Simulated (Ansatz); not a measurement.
TePb:

```
CELL_PARAMETERS angstrom
0.00000 3.23100 3.23100
3.23100 0.00000 3.23100
3.23100 3.23100 0.00000
ATOMIC_POSITIONS crystal
Pb 0.00000 0.00000 0.00000
Te 0.50000 0.50000 0.50000
```

- Program: Ansatz 0.2.0
- Task: relaxation of cell and atoms
- Functional: PBE
- Potentials or basis: all-electron LAPW, scalar-relativistic
- Basis error allowed: 0.001 eV/atom
- k mesh: 7 × 7 × 7
- Occupations: fermi-dirac, width 0.05 eV
- Spin: no spin polarisation

At the start: volume 33.73 Å³/atom.

Q: How do energy, volume and symmetry change on relaxing?

A: Over 4 steps the energy falls by 10.8 meV/atom and the volume is 35.48 Å³/atom (+5.2 %); space group Fm-3m (No. 225, to 0.05 Å).

Step by step:
```
step  energy change (eV)  largest force (eV/Å)  volume (Å³)
   1              0.0000                0.0000        67.46
   2             -0.0201                0.0000        71.84
   3             -0.0216                0.0000        70.95
   4             -0.0216                0.0000        70.95
```

Final structure:
```
CELL_PARAMETERS angstrom
0.00000 3.28584 3.28584
3.28584 0.00000 3.28584
3.28584 3.28584 0.00000
ATOMIC_POSITIONS crystal
Pb 0.00000 0.00000 0.00000
Te 0.50000 0.50000 0.50000
```
